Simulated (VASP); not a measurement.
# InP (Fm-3m) in VASP: notebook

One crystal, InP, is run at these levels: PBEsol; tasks: single point.

All numbers are computed with VASP 6.6.1; they aren't measurements. Logs are shortened: lines on timing, memory, paths and dates and some standing lists are left out, and cuts for length are marked.

## (1) The crystal as given

Symmetry: Fm-3m, No. 225, cubic system. Conventional cell: a = 5.538 Å, b = 5.538 Å, c = 5.538 Å, α = 90.00°, β = 90.00°, γ = 90.00°. In (site symmetry m-3m) has 6 P at 2.77 Å as nearest neighbours. Around P (site symmetry m-3m) lie 6 In at 2.77 Å.

Measurements of this composition are mostly on another form, of space group No. 216.

## (2) Single point, PBEsol

File INCAR:

```
SYSTEM = InP
PREC = Accurate ; ENCUT = 400
EDIFF = 1E-6 ; ISMEAR = 0
SIGMA = 0.2 ; LREAL = .FALSE.
LASPH = .TRUE. ; NELM = 100
ALGO = Normal ; ISIF = 2
LWAVE = .FALSE. ; LCHARG = .FALSE.
GGA = PS ; ADDGRID = .FALSE.
```

File KPOINTS:

```
regular mesh
0
G
  5 5 5
  0 0 0
```

File POSCAR:

```
InP
1.0
    0.0000000000      2.7688340000      2.7688340000
    2.7688340000      0.0000000000      2.7688340000
    2.7688340000      2.7688340000      0.0000000000
In P
1 1
Direct
    0.0000000000      0.0000000000      0.0000000000
    0.5000000000      0.5000000000      0.5000000000
```

Potentials or basis: VASP PAW PBE potentials, release 64 (In_d, P).

The run is started by

```console
$ cat potpaw_PBE.64/In_d/POTCAR potpaw_PBE.64/P/POTCAR > POTCAR
$ mpirun -np 1 vasp_std > vasp.out
```

OUTCAR:

```text
SYSTEM = InP
   PREC = Accurate
   ENCUT = 400
   EDIFF = 1E-6
   ISMEAR = 0
   LREAL = .FALSE.
   LASPH = .TRUE.
   NELM = 100
   ISIF = 2
   GGA = PS

 Found     10 irreducible k-points:

 Following reciprocal coordinates:
            Coordinates               Weight
  0.000000  0.000000  0.000000      1.000000
  0.200000  0.000000  0.000000      8.000000
  0.400000  0.000000  0.000000      8.000000
  0.200000  0.200000  0.000000      6.000000
  0.400000  0.200000  0.000000     24.000000
 -0.400000  0.200000  0.000000     24.000000
   k-points           NKPTS =     10   k-points in BZ     NKDIM =     10   number of bands    NBANDS=     13
   number of dos      NEDOS =    301   number of ions     NIONS =      2
   total plane-waves  NPLWV =  21952
   dimension x,y,z NGX =    28 NGY =   28 NGZ =   28
   dimension x,y,z NGXF=    56 NGYF=   56 NGZF=   56
   ions per type =               1   1
   NGX,Y,Z   is equivalent  to a cutoff of  11.89, 11.89, 11.89 a.u.
   NGXF,Y,Z  is equivalent  to a cutoff of  23.78, 23.78, 23.78 a.u.
 SYSTEM =  InP
   PREC   = accura    normal or accurate (medium, high low for compatibility)
   ISTART =      0    job   : 0-new  1-cont  2-samecut
   ICHARG =      2    charge: 1-file 2-atom 10-const
   ISPIN  =      1    spin polarized calculation?
   LNONCOLLINEAR =      F non collinear calculations
   LSORBIT =      F    spin-orbit coupling
   LASPH  =      T    aspherical Exc in radial PAW
   ENCUT  =  400.0 eV  29.40 Ry    5.42 a.u.   6.39  6.39  6.39*2*pi/ulx,y,z
   NELM   =    100;   NELMIN=  2; NELMDL= -5     # of ELM steps
   EDIFF  = 0.1E-05   stopping-criterion for ELM
   LREAL  =      F    real-space projection
   EDIFFG = 0.1E-04   stopping-criterion for IOM
   NSW    =      0    number of steps for IOM
   IBRION =     -1    ionic relax: 0-MD 1-quasi-New 2-CG
   NFREE  =      0    steps in history (QN), initial steepest desc. (CG)
   ISIF   =      2    stress and relaxation
   ISYM   =      2    0-nonsym 1-usesym 2-fastsym
   POTIM  = 0.5000    time-step for ionic-motion
   TEBEG  =    0.0;   TEEND  =   0.0 temperature during run
   PSTRESS=    0.0 pullay stress
   NELECT =      18.0000    total number of electrons
   NUPDOWN=      -1.0000    fix difference up-down
   EMIN   =  10.00;   EMAX   =-10.00  energy-range for DOS
   EFERMI =   0.00;   METHOD = LEGACY
   ISMEAR =     0;   SIGMA  =   0.20  broadening in eV -4-tet -1-fermi 0-gaus
   EFERMI_NEDOS =   21; number of points for ismear=-14 and -15
   IALGO  =     38    algorithm
   IMIX   =      4    mixing-type and parameters
     AMIX     =   0.40;   BMIX     =  1.00
     AMIX_MAG =   1.60;   BMIX_MAG =  1.00
  volume/ion in A,a.u.               =      21.23       143.25
  Fermi-wavevector in a.u.,A,eV,Ry     =   1.229869  2.324115 20.579860  1.512577
  Thomas-Fermi vector in A             =   2.364739
   LORBIT       =      0    0 simple, 1 ext, 2 COOP (PROOUT), +10 PAW based schemes
   GGA     = PS    functional components
   LHFCALC =     F    Hartree Fock is set to
   AEXX    =    0.0000 exact exchange contribution
   IVDW    =     0    specifies the selected vdW correction
   LEPSILON=     F    determine dielectric tensor
   LRPA    =     F    only Hartree local field effects (RPA)
 non-spin polarized calculation
 Gauss-broadening in eV      SIGMA  =   0.20
  energy-cutoff  :      400.00
  volume of cell :       42.45
 maximum number of plane-waves:       785
 NGX is ok and might be reduce to    28
   NGX = 13   NGY = 13   NGZ = 13

 number of electron      17.9999990 magnetization

 Free energy of the ion-electron system (eV)
  ---------------------------------------------------
  ext. energy  EPLUGINS =         0.00000000
  ---------------------------------------------------
  free energy    TOTEN  =        -8.76700689 eV

  energy without entropy =       -8.74624679  energy(sigma->0) =       -8.75662684

 E-fermi :   7.0521     XC(G=0): -10.5488

 val. band max:        7.0273866683   @ k =   0.4000   0.0000   0.0000
 cond. band min:       7.2337716660   @ k =  -0.2000   0.2000   0.0000
 fundamental gap:      0.2063849976
 Fermi energy:         7.0520856697

 k-point     1 :       0.0000    0.0000    0.0000
  band No.  band energies     occupation
      1      -7.2093      2.00000
      2      -7.2093      2.00000
      3      -7.1885      2.00000
      4      -7.1885      2.00000
      5      -7.1885      2.00000
      6      -5.0925      2.00000
      7       6.6666      1.99358
      8       6.6666      1.99358
      9       6.6666      1.99358
     10       7.4072      0.01203
     11      13.9937      0.00000
     12      13.9937      0.00000
     13      13.9937      0.00000

 k-point     2 :       0.2000    0.0000    0.0000
  band No.  band energies     occupation
      1      -7.2296      2.00000
      2      -7.2296      2.00000
      3      -7.1908      2.00000
      4      -7.1613      2.00000
      5      -7.1613      2.00000
      6      -4.5981      2.00000
      7       3.6969      2.00000
      8       6.7557      1.96392
      9       6.7557      1.96392
     10       9.4549      0.00000
     11      12.4804      0.00000
     12      12.5279      0.00000
     13      12.5279      0.00000

 k-point     3 :       0.4000    0.0000    0.0000
  band No.  band energies     occupation
      1      -7.2660      2.00000
      2      -7.2660      2.00000
      3      -7.1989      2.00000
      4      -7.1127      2.00000
      5      -7.1127      2.00000
      6      -3.3524      2.00000
      7       0.8265      2.00000
      8       7.0274      1.13864
      9       7.0274      1.13864
     10       9.4340      0.00000
     11      10.5771      0.00000
     12      10.5771      0.00000
     13      12.1255      0.00000

 k-point     4 :       0.2000    0.2000    0.0000
  band No.  band energies     occupation
      1      -7.2899      2.00000
      2      -7.2080      2.00000
      3      -7.1927      2.00000
      4      -7.1510      2.00000
      5      -7.1510      2.00000
      6      -4.3953      2.00000
      7       4.2307      2.00000
      8       5.8392      2.00000
      9       5.8392      2.00000
     10       9.1347      0.00000
     11      11.8804      0.00000
     12      12.1340      0.00000
     13      14.2390      0.00000

 k-point     5 :       0.4000    0.2000    0.0000
  band No.  band energies     occupation
      1      -7.3555      2.00000
      2      -7.2130      2.00000
      3      -7.2049      2.00000
      4      -7.1285      2.00000
      5      -7.1054      2.00000
      6      -3.3001      2.00000
      7       1.9856      2.00000
      8       5.4230      2.00000
      9       5.6249      2.00000
     10       7.8328      0.00000
     11      11.8191      0.00000
     12      13.2036      0.00000
     13      13.2329      0.00000

 k-point     6 :      -0.4000    0.2000    0.0000
  band No.  band energies     occupation
      1      -7.3399      2.00000
      2      -7.2454      2.00000
      3      -7.1780      2.00000
      4      -7.1333      2.00000
      5      -7.1051      2.00000
      6      -2.5935      2.00000
      7       0.7789      2.00000
      8       4.4607      2.00000
      9       6.3119      2.00000
     10       8.5031      0.00000
     11      11.6566      0.00000
     12      11.6871      0.00000
     13      14.3210      0.00000

 [... further k-points ...]

------------------------ aborting loop because EDIFF is reached ----------------------------------------

  FORCE on cell =-STRESS in cart. coord.  units (eV):
  Direction    XX          YY          ZZ          XY          YZ          ZX
  --------------------------------------------------------------------------------------
  -------------------------------------------------------------------------------------
  Total       -0.8341830     -0.8341830     -0.8341830      0.0000000     -0.0000000     -0.0000000
  in kB      -31.4811901    -31.4811901    -31.4811901      0.0000000     -0.0000000     -0.0000000
  external PRESSURE =     -31.4811901 kB  Pullay stress =       0.0000000 kB

 VOLUME and BASIS-vectors are now :
 -----------------------------------------------------------------------------
  energy-cutoff  :      400.00
  volume of cell :       42.45
      direct lattice vectors                 reciprocal lattice vectors
     0.000000000  2.768834000  2.768834000    -0.180581429  0.180581429  0.180581429
     2.768834000  0.000000000  2.768834000     0.180581429 -0.180581429  0.180581429
     2.768834000  2.768834000  0.000000000     0.180581429  0.180581429 -0.180581429

 POSITION                                       TOTAL-FORCE (eV/Angst)
 -----------------------------------------------------------------------------------
      0.00000      0.00000      0.00000        -0.000000      0.000000      0.000000
      2.76883      2.76883      2.76883         0.000000     -0.000000     -0.000000
 -----------------------------------------------------------------------------------
    total drift:                               -0.000000      0.000000      0.000000

  FREE ENERGIE OF THE ION-ELECTRON SYSTEM (eV)
  ---------------------------------------------------
  free  energy   TOTEN  =        -8.7670068851 eV

  energy  without entropy=       -8.7462467943  energy(sigma->0) =       -8.75662684
```

It took 7.3 s on 1 thread of Intel Xeon Platinum 8488C (Sapphire Rapids), shared host; peak memory 0.15 GiB.

The run converged, but some of its settings lie outside the range that counts as converged, so its numbers aren't taken as properties of the crystal.

What came out:

| Item | Value |
| --- | --- |
| Free energy | -8.7670 eV |
| Pressure | -3.1 GPa |
| Band gap on the k mesh | none (metal or under the smearing width) |

Caveat: the k mesh is coarse (spacing up to 0.39 Å⁻¹), so the values aren't converged; the PAW data sets were made with another functional, which shifts forces and pressure a little.

## (3) Single point, PBEsol

INCAR, as its differences from that of step 2:

```diff
@@ -3,3 +3,3 @@
 EDIFF = 1E-6 ; ISMEAR = 0
-SIGMA = 0.2 ; LREAL = .FALSE.
+SIGMA = 0.1 ; LREAL = .FALSE.
 LASPH = .TRUE. ; NELM = 100
```

KPOINTS is that of step 2.

POSCAR is that of step 2.

Potentials or basis: VASP PAW PBE potentials, release 64 (In_d, P).

The run is started by

```console
$ cat potpaw_PBE.64/In_d/POTCAR potpaw_PBE.64/P/POTCAR > POTCAR
$ mpirun -np 1 vasp_std > vasp.out
```

Run time: 8.7 s. Hardware: 1 thread of Intel Xeon Platinum 8488C (Sapphire Rapids), shared host; peak memory 0.14 GiB.

These settings aren't checked as converged: the numbers below hold their error.

What came out:

- Free energy: -8.7585 eV
- Pressure: -3.2 GPa
- Band gap on the k mesh: none (metal or under the smearing width)

Caveat: the k mesh is coarse (spacing up to 0.39 Å⁻¹), so the values aren't converged; the PAW data sets were made with another functional, which shifts forces and pressure a little.

(Part 1 of 2 ends here.)
